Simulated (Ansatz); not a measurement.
**Convergence notes, G0W0 on RbCl (rocksalt)**

RbCl (rocksalt), relaxed with r2SCAN; one-shot G0W0 in Ansatz without spin-orbit coupling. Spin-unpolarised throughout; all numbers are computed.

```cif
data_structure
_symmetry_space_group_name_H-M 'Fm-3m'
_symmetry_Int_Tables_number 225
_cell_length_a 6.6116
_cell_length_b 6.6116
_cell_length_c 6.6116
_cell_angle_alpha 90.000
_cell_angle_beta 90.000
_cell_angle_gamma 90.000
_cell_volume 289.02
loop_
_atom_site_label
_atom_site_type_symbol
_atom_site_symmetry_multiplicity
_atom_site_Wyckoff_symbol
_atom_site_fract_x
_atom_site_fract_y
_atom_site_fract_z
_atom_site_occupancy
Rb1 Rb 4 a 0.00000 0.00000 0.00000 1
Cl1 Cl 4 b 0.50000 0.00000 0.00000 1
```

Gaps are read over the mesh points alone. G0W0 values are finite-basis, finite-mesh values.
```tsv
start	potentials	frequency model	mesh	empty bands	screening cutoff (eV)	Kohn-Sham gap (eV)	G0W0 gap (eV)
PBE	PAW	contour deformation	4×4×4	164	100	4.96	7.51
PBE	PAW	contour deformation	4×4×4	396	180	4.96	7.67
PBE	PAW	contour deformation	4×4×4	768	260	4.96	7.75
HSE06	PAW	contour deformation	4×4×4	396	180	6.25	8.29
r2SCAN	PAW	contour deformation	4×4×4	396	180	5.56	8.02
PBE0	PAW	contour deformation	4×4×4	396	180	6.99	8.50
PBE	PAW	Godby-Needs pole	4×4×4	396	180	4.96	7.66
PBE	PAW	contour deformation	6×6×6	117	80	4.96	7.43
PBE	norm-conserving	contour deformation	4×4×4	396	180	4.96	7.69
```

Over the mesh points the PBE gap of 4.96 eV becomes a quasiparticle gap of 7.75 eV (direct at Γ), a change of +2.79 eV. Renormalisation factors Z lie between 0.79 and 0.87.

Raising bands and cutoff together moves the gap by +0.16 eV (100 to 180 eV), then +0.08 eV (180 to 260 eV); the last step is still large, so the basis limit isn't reached. Starting from HSE06 (6.25 eV against PBE's 4.96 eV) gives 8.29 eV, +0.62 eV from G0W0@PBE at the same screening cutoff. Starting from r2SCAN (5.56 eV against PBE's 4.96 eV) gives 8.02 eV, +0.35 eV from G0W0@PBE at the same screening cutoff. Starting from PBE0 (6.99 eV against PBE's 4.96 eV) gives 8.50 eV, +0.83 eV from G0W0@PBE at the same screening cutoff. The Godby-Needs plasmon pole differs from contour deformation by -0.01 eV. Norm-conserving potentials (wave cutoff 789 eV against 420 eV) shift the quasiparticle gap by +0.02 eV and the PBE gap by 0.00 eV. r2SCAN runs take a wave cutoff of 500 eV.
